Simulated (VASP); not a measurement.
A run of VASP 6.6.1 is set up as follows.

Contents of INCAR:

```
SYSTEM = ZnCu2
  PREC = Accurate
  ENCUT = 500
  EDIFF = 1E-6
  ISMEAR = 1
  SIGMA = 0.2
  LREAL = .FALSE.
  LASPH = .TRUE.
  NELM = 100
  ALGO = Normal
  ISIF = 2
  LWAVE = .FALSE.
  LCHARG = .FALSE.
  METAGGA = SCAN
  LMIXTAU = .TRUE.
  IVDW = 13
  LOPTICS = .TRUE.
  NBANDS = 65
  NEDOS = 2000
  CSHIFT = 0.05
```

The input KPOINTS:

```
regular mesh
0
G
  12 12 4
  0 0 0
```

POSCAR

```
ZnCu2
1.0
    2.5838256049      0.0000000000      0.0000000000
   -1.2919128025      2.2376586128      0.0000000000
    0.0000000000      0.0000000000      6.2933738000
Zn Cu
1 2
Direct
    0.0000000000      0.0000000000      0.0000000000
    0.6666666667      0.3333333333      0.3378585100
    0.3333333333      0.6666666667      0.6621414900
```

Potentials or basis: VASP PAW PBE potentials, release 64 (Zn, Cu).

Run with:

```bash
$ cat potpaw_PBE.64/Zn/POTCAR potpaw_PBE.64/Cu/POTCAR > POTCAR
$ mpirun -np 1 vasp_std > vasp.out
```

What does it give for the dispersion energy per atom?

-0.143 eV.

Predict the largest force.

0.031 eV/Å.

Estimate the band gap on the k mesh.

none (metal or under the smearing width).

Predict the pressure.

-3.7 GPa.

Forces on the atoms (eV/Å):
```
Zn   0.000  0.000  0.000
Cu   0.000  0.000  0.031
Cu   0.000  0.000 -0.031
```

Caveat: the PAW data sets were made with another functional, which shifts forces and pressure a little; pairwise dispersion overbinds metals, which lowers pressure and volume.
